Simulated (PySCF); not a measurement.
Phenolate, C6H5O (charge -1).
Atom-mapped SMILES: `[O-:1][c:2]1[cH:3][cH:4][cH:5][cH:6][cH:7]1` (hydrogens: H8 on C3; H9 on C4; H10 on C5; H11 on C6; H12 on C7)
Bond orders are those of one Lewis drawing.

Method: PBE0-D3(BJ)/def2-TZVP geometry optimisation, gas phase in PySCF; density fitting, grid level 2; the optimiser is geomeTRIC in internal coordinates, started from a GFN2-xTB structure with every atom displaced at random (about 0.01 Å).

Step 0: E = -8344.7271 eV
```
atom  x, y, z in Å  |  force x, y, z in eV/Å
O1     -1.9327   -2.1267    0.9884   -0.135   0.038   0.006
C2     -1.1224   -1.2381    0.6141   -0.099  -0.268   0.071
C3     -1.5048    0.1085    0.2844    2.276   0.208  -0.359
C4     -0.5332    1.0524   -0.1161   -2.731   0.017   0.413
C5      0.7805    0.7320   -0.2253    1.375   0.880  -0.382
C6      1.1830   -0.5494    0.0850    0.492  -0.685   0.130
C7      0.2933   -1.5085    0.4866   -0.427   0.134   0.008
H8     -2.5185    0.3838    0.3606   -1.196   0.266   0.107
H9     -0.8971    2.0729   -0.3266    0.309  -0.367   0.002
H10     1.5037    1.4896   -0.5209    0.017  -0.087  -0.002
H11     2.2348   -0.8135    0.0181    0.129   0.019  -0.044
H12     0.6297   -2.5086    0.7263   -0.010  -0.155   0.050
```

Step 1: E = -8344.7999 eV
```
atom  x, y, z in Å  |  force x, y, z in eV/Å
O1     -1.9533   -2.1163    0.9960    0.016   0.058  -0.014
C2     -1.1205   -1.2441    0.6351    0.048   0.068   0.043
C3     -1.4747    0.1196    0.3298   -0.441  -0.018  -0.284
C4     -0.5623    1.0501   -0.1243    0.341  -0.164   0.336
C5      0.8074    0.7685   -0.1808   -0.370  -0.352  -0.143
C6      1.1959   -0.5432    0.1012    0.027   0.086   0.052
C7      0.2856   -1.5102    0.4756    0.022  -0.131   0.057
H8     -2.5389    0.3776    0.3885    0.282  -0.088  -0.012
H9     -0.9036    2.0320   -0.4206   -0.137   0.288   0.042
H10     1.5193    1.5047   -0.5124    0.187   0.200  -0.102
H11     2.2484   -0.8114    0.0290    0.035  -0.018  -0.014
H12     0.6129   -2.5331    0.6578   -0.009   0.071   0.040
```

Step 2: E = -8344.8224 eV
```
atom  x, y, z in Å  |  force x, y, z in eV/Å
O1     -1.9595   -2.1045    0.9790    0.036  -0.122   0.012
C2     -1.1160   -1.2429    0.6201   -0.114   0.072   0.047
C3     -1.4845    0.1132    0.3007    0.028   0.028  -0.088
C4     -0.5622    1.0580   -0.0996    0.069  -0.076  -0.016
C5      0.7967    0.7506   -0.2072    0.084   0.096  -0.069
C6      1.2020   -0.5516    0.0912   -0.129   0.061   0.030
C7      0.2942   -1.5105    0.4933   -0.035  -0.054  -0.014
H8     -2.5428    0.3632    0.3574    0.065  -0.027   0.051
H9     -0.9017    2.0651   -0.3416    0.012  -0.018   0.013
H10     1.5110    1.4935   -0.5466    0.012   0.018   0.031
H11     2.2564   -0.8164    0.0150   -0.019   0.011  -0.020
H12     0.6228   -2.5236    0.7132   -0.011   0.010   0.024
```

Q: Estimate the geometry and energy of step 3. (The exact step hangs on the optimiser's Hessian estimate; all steps are aligned on step 2, rigid shifts and turns removed.)

A: E = -8344.8175 eV, largest force 0.326 eV/Å
```
atom  x, y, z in Å  |  force x, y, z in eV/Å
O1     -1.9513   -2.1299    0.9815   -0.097   0.133  -0.028
C2     -1.1277   -1.2500    0.6190    0.181  -0.077   0.000
C3     -1.4798    0.1070    0.2867   -0.049  -0.081   0.065
C4     -0.5522    1.0538   -0.0996   -0.066   0.234  -0.116
C5      0.8071    0.7623   -0.2231   -0.183  -0.127   0.076
C6      1.1834   -0.5451    0.0867    0.303  -0.118   0.018
C7      0.2833   -1.5091    0.4974    0.012   0.161  -0.087
H8     -2.5320    0.3639    0.3543   -0.067   0.058   0.025
H9     -0.8968    2.0664   -0.3192   -0.011  -0.068  -0.013
H10     1.5276    1.5072   -0.5532   -0.076  -0.088   0.070
H11     2.2359   -0.8168    0.0112    0.031  -0.029  -0.008
H12     0.6188   -2.5155    0.7333    0.023   0.002  -0.001
```

The energy changes by +0.0049 eV. The first-order estimate −F·Δx gives -0.0145 eV and the mean of the old and new forces, exact on a quadratic surface, +0.0048 eV. The step makes an angle of 50° with the force vector and moves no atom by more than 0.027 Å. The energy falls at the start of this step and ends higher, so the step passed the lowest point of its straight line.

What follows is the cost of the whole optimisation. The run took 12 min wall, 17 min CPU on 2 threads of an Intel Xeon at 2.50 GHz (shared host), and the process peaked at 1.3 GiB of memory.
